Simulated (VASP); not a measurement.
MgSe:

```xyz
2
Lattice="0.0000 2.7250 2.7250 2.7250 0.0000 2.7250 2.7250 2.7250 0.0000" Properties=species:S:1:pos:R:3 pbc="T T T"
Mg    0.0000    0.0000    0.0000
Se    2.7250    2.7250    2.7250
```

The cell was built by a generator and needn't be a form met in nature.

| Quantity | Value |
| --- | --- |
| Program | VASP 6.6.1 |
| Task | relaxation of cell and atoms |
| Functional | LDA |
| Potentials or basis | VASP PAW LDA potentials, release 64 (Mg, Se) |
| Cutoff | 600 eV |
| k mesh | 8 × 8 × 8 |
| Occupations | gaussian, width 0.02 eV |
| Spin | no spin polarisation |

At the start: pressure -2.4 GPa; volume 20.23 Å³/atom.

Problem. Where does the relaxation end?

Solution. Over 3 steps the energy falls by 5.6 meV/atom and the volume is 19.51 Å³/atom (-3.6 %); space group Fm-3m (No. 225, to 0.05 Å).

The path:
```
step  energy change (eV)  largest force (eV/Å)  pressure (GPa)  volume (Å³)
   1              0.0000                0.0000           -2.40        40.47
   2             -0.0107                0.0000            0.56        38.72
   3             -0.0112                0.0000           -0.01        39.02
```

Final structure:
```
Mg Se
1.0
     0.00000    2.69196    2.69196
     2.69196    0.00000    2.69196
     2.69196    2.69196    0.00000
Mg Se
1 1
Direct
  0.00000 0.00000 0.00000
  0.50000 0.50000 0.50000
```
